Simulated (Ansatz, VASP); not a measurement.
Given: the input of a run of Ansatz 0.2.0 on Sb.

input.yaml

```yaml
crystal:
  lattice:
    - [2.1542, 1.2437279499, 3.758]
    - [-2.1542, 1.2437279499, 3.758]
    - [0.0, -2.4874558998, 3.758]
  atoms:
    - { symbol: Sb, position: [0.76651, 0.76651, 0.76651] }
    - { symbol: Sb, position: [0.23349, 0.23349, 0.23349] }
kpoints:
  mp_grid: { grid: [8, 8, 8] }
scf:
  occupations: { method: gaussian, width: 0.014 }
hamiltonian:
  xc: pbe
  pseudopotentials: { kind: all_electron, lapw: { basis_error: 0.001 } }
output:
  forces: true
  stress: true
  eigenvalues: true
```

Potentials or basis: all-electron LAPW, scalar-relativistic.

The run is started by

```console
$ ansatz run input.yaml --threads 1 --pin off --max-ram 3072MiB --backend cpu --events-out ev --progress --plain --runs-dir out
```

Problem. Set up the same calculation for VASP 6.6.1. Potentials there: VASP PAW PBE potentials, release 64 (Sb).

Solution. As run (the cutoff follows the program's own potentials):

INCAR

```
ALGO = Normal
EDIFF = 1E-7
ENCUT = 520
GGA = PE
ISIF = 2
ISMEAR = 0
LASPH = True
LCHARG = True
LELF = True
LREAL = False
LVHAR = True
LWAVE = False
NBANDS = 12
NELM = 80
PREC = Accurate
SIGMA = 0.014
```

The input KPOINTS:

```
k-points
0
Gamma
  8 8 8
```

File POSCAR:

```
Sb
1.0
    2.1542000000      1.2437279499      3.7580000000
   -2.1542000000      1.2437279499      3.7580000000
    0.0000000000     -2.4874558998      3.7580000000
Sb
2
Direct
    0.7665100000      0.7665100000      0.7665100000
    0.2334900000      0.2334900000      0.2334900000
```

Potentials or basis: VASP PAW PBE potentials, release 64 (Sb).

Run with:

```console
$ cat potpaw_PBE.64/Sb/POTCAR > POTCAR
$ mpirun -np 1 vasp_std > vasp.out
```

Both were run:

|  | VASP | Ansatz | Ansatz less VASP |
| --- | --- | --- | --- |
| gap on the k mesh at the Fermi level (eV) | none | none | - |
| pressure (GPa) | 2.8 | 2.7 | -0.07 |
| largest component of the traceless stress (GPa) | 0.50 | 0.47 | -0.025 |
| rms of the force components (eV/Å) | 0.107 | 0.081 | -0.0254 |

Atom by atom the forces differ by 0.025 eV/Å (rms over components). A gap of «none» marks a metal or a gap that the smearing closes. Ansatz ran all-electron here, so the differences hold the error of VASP's frozen core and of both bases.

The runs have no spin-orbit coupling, so splittings on Sb are missing.
